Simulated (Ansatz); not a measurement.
Input and command of a plane-wave DFT calculation in Ansatz:

```yaml
crystal:
  lattice:
    - [3.63966418, 0.0, 0.0]
    - [-1.81983209, 3.1520416411, 0.0]
    - [0.0, 0.0, 6.05556247]
  atoms:
    - { symbol: Hf, position: [0.0, 0.0, 0.0] }
    - { symbol: S, position: [0.66666667, 0.33333333, 0.76395205] }
    - { symbol: S, position: [0.33333333, 0.66666667, 0.23604795] }
basis:
  ecutwfc: 420
kpoints:
  mp_grid: { grid: [6, 6, 4] }
hamiltonian:
  xc: pbe
scf:
  occupations: { method: gaussian, width: 0.1 }
output:
  forces: true
  stress: true
  eigenvalues: true
```

```bash
ansatz run input.yaml --threads 1 --pin off --max-ram 3072MiB --backend cpu --events-out ev --progress --plain --runs-dir out
```

Processor: Intel(R) Xeon(R) CPU @ 2.80GHz (Skylake/Cascade Lake), 1 thread, on a host shared with other jobs.

How long does it run, and how much memory does it take?

About 1.9 s on 1 thread of Intel(R) Xeon(R) CPU @ 2.80GHz (Skylake/Cascade Lake), on a shared host, peak memory 0.4 GiB. It solves 23 bands at 24 k points (the mesh reduced by the symmetry that the task leaves, which can be less than the crystal's) with about 1317 plane waves, in 7 SCF iterations.
